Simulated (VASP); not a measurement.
The system is Si.

```
CELL_PARAMETERS angstrom
-3.31800 3.31800 3.31800
3.31800 -3.31800 3.31800
3.31800 3.31800 -3.31800
ATOMIC_POSITIONS crystal
Si 0.20060 0.20060 0.20060
Si 0.50000 0.00000 0.29940
Si 0.29940 0.50000 0.00000
Si 0.00000 0.29940 0.50000
Si 0.79940 0.79940 0.79940
Si 0.50000 0.00000 0.70060
Si 0.70060 0.50000 0.00000
Si 0.00000 0.70060 0.50000
```

This isn't the form of Si at room conditions, which is diamond.

- Program: VASP 6.6.1
- Task: relaxation of cell and atoms
- Functional: BLYP
- Potentials or basis: VASP PAW PBE potentials, release 64 (Si)
- Cutoff: 600 eV
- k mesh: 4 × 4 × 4
- Occupations: fermi-dirac, width 0.05 eV
- Spin: no spin polarisation

At the start: pressure 6.0 GPa; volume 18.26 Å³/atom.

Problem. Where does the relaxation end?

Solution. Over 5 steps the energy falls by 22.2 meV/atom and the volume is 19.56 Å³/atom (+7.1 %); space group Ia-3 (No. 206, to 0.05 Å).

Step by step:
```
step  energy change (eV)  largest force (eV/Å)  pressure (GPa)  volume (Å³)
   1              0.0000                0.1324            5.98       146.11
   2             -0.1144                0.3740           -2.58       161.00
   3             -0.1650                0.2094            0.11       155.38
   4             -0.1759                0.0767            0.04       156.11
   5             -0.1776                0.0009            0.02       156.50
```

Final structure:
```
Si
1.0
    -3.39484    3.39484    3.39484
     3.39484   -3.39484    3.39484
     3.39484    3.39484   -3.39484
Si
8
Direct
  0.19891 0.19891 0.19891
  0.50000 0.00000 0.30109
  0.30109 0.50000 0.00000
  0.00000 0.30109 0.50000
  0.80109 0.80109 0.80109
  0.50000 0.00000 0.69891
  0.69891 0.50000 0.00000
  0.00000 0.69891 0.50000
```

Caveat: the PAW data sets were made with another functional, which shifts forces and pressure a little.
